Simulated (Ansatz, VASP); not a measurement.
# Two plane-wave programs on Sn

The input INCAR:

```
PREC = Accurate
ENCUT = 520
EDIFF = 1E-7
ISMEAR = -1
SIGMA = 0.05
LREAL = False
LASPH = True
NELM = 80
ALGO = Normal
ISIF = 2
LWAVE = False
LCHARG = False
GGA = PE
NBANDS = 13
```

KPOINTS

```
Automatic mesh
0
Gamma
  10 10 10
```

POSCAR

```
Sn
1.0
   -2.0291894110      2.0291894110      1.6607599896
    2.0291894110     -2.0291894110      1.6607599896
    2.0291894110      2.0291894110     -1.6607599896
Sn
1
Direct
    0.0000000000      0.0000000000      0.0000000000
```

Contents of input.yaml:

```yaml
crystal:
  lattice:
    - [-2.029189411, 2.029189411, 1.6607599896]
    - [2.029189411, -2.029189411, 1.6607599896]
    - [2.029189411, 2.029189411, -1.6607599896]
  atoms:
    - { symbol: Sn, position: [0.0, 0.0, 0.0] }
hamiltonian:
  xc: pbe
  pseudopotentials: { kind: paw }
kpoints:
  mp_grid: { grid: [10, 10, 10] }
scf:
  occupations: { method: fermi_dirac, width: 0.05 }
output:
  forces: true
  stress: true
  eigenvalues: true
  write_density: true
  write_potential: true
  elf: true
  volumetric_format: npy
```

This isn't the form of Sn at room conditions, which is tetragonal (white tin).

Alike in both runs: task single point; functional PBE; k mesh 10 × 10 × 10; occupations fermi-dirac, width 0.05 eV; no spin polarisation.

|  | VASP | Ansatz |
| --- | --- | --- |
| version | VASP 6.6.1 | Ansatz 0.2.0 |
| potentials or method | VASP PAW PBE potentials, release 64 (Sn_d) | Ansatz PAW |
| plane-wave cutoff (eV) | 520 | 420 |
| valence electrons in the cell | 14 | 14 |

|  | VASP | Ansatz | Ansatz less VASP |
| --- | --- | --- | --- |
| gap on the k mesh at the Fermi level (eV) | none | none | - |
| pressure (GPa) | 0.8 | 0.9 | +0.06 |
| largest component of the traceless stress (GPa) | 0.86 | 0.87 | +0.002 |

A gap of «none» marks a metal or a gap that the smearing closes. With one functional, cell and mesh, what is left measures potentials, basis and numerics.
